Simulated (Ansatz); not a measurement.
## FeO: pressure against volume

FeO, Fm-3m, a = 4.309 Å. Ansatz: PBE, PAW, 420 eV, Γ-centred 16×16×16 mesh on 2 atoms, Gaussian smearing 0.10 eV; collinear spin, largest moment 3.4 μB. Symmetry fixes shape and atoms, so the cell is only scaled; pressure is positive in compression.

| V (Å³/atom) | P (GPa) |
| --- | --- |
| 8.800 | 30.01 |
| 9.100 | 21.44 |
| 9.400 | ? |
| 9.700 | 6.04 |
| 10.000 | -0.01 |
| 10.300 | -5.13 |
| 10.600 | -9.44 |
| 11.000 | -14.16 |

Question: Take V0 = 10.000 Å³/atom, count pressures from its P0 = -0.01 GPa, fit the third-order Birch–Murnaghan form to the other rows, and predict the missing pressure.

Answer: With the Eulerian strain f = ½[(V0/V)^(2/3) − 1] and y = (P − P0)/[3f(1 + 2f)^(5/2)], the form is the line y = B0 + 1.5 B0 (B0′ − 4) f. Rows (f, y): 0.04448, 181.8; 0.03245, 188.3; 0.01026, 186.8; -0.00976, 183.7; -0.01905, 181.8; -0.03078, 179.6. Means f = 0.004600, y = 183.67; Σ(Δf)² = 0.004415, ΣΔfΔy = 0.2599; the slope is their ratio. y = 183.4 + 58.86 f GPa, so B0 = 183.4 GPa and B0′ = 4 + 2 × (58.86)/(3 × 183.4) = 4.21. At V = 9.400, f = 0.02106, y = 184.64 and P = 12.92 GPa. The run gave 13.17 GPa, so the fit is 0.25 GPa too low, within the rms miss on the fitted rows (0.32 GPa).

The cell holds one magnetic atom, so it can only be ferromagnetic; an antiferromagnetic order may lie lower.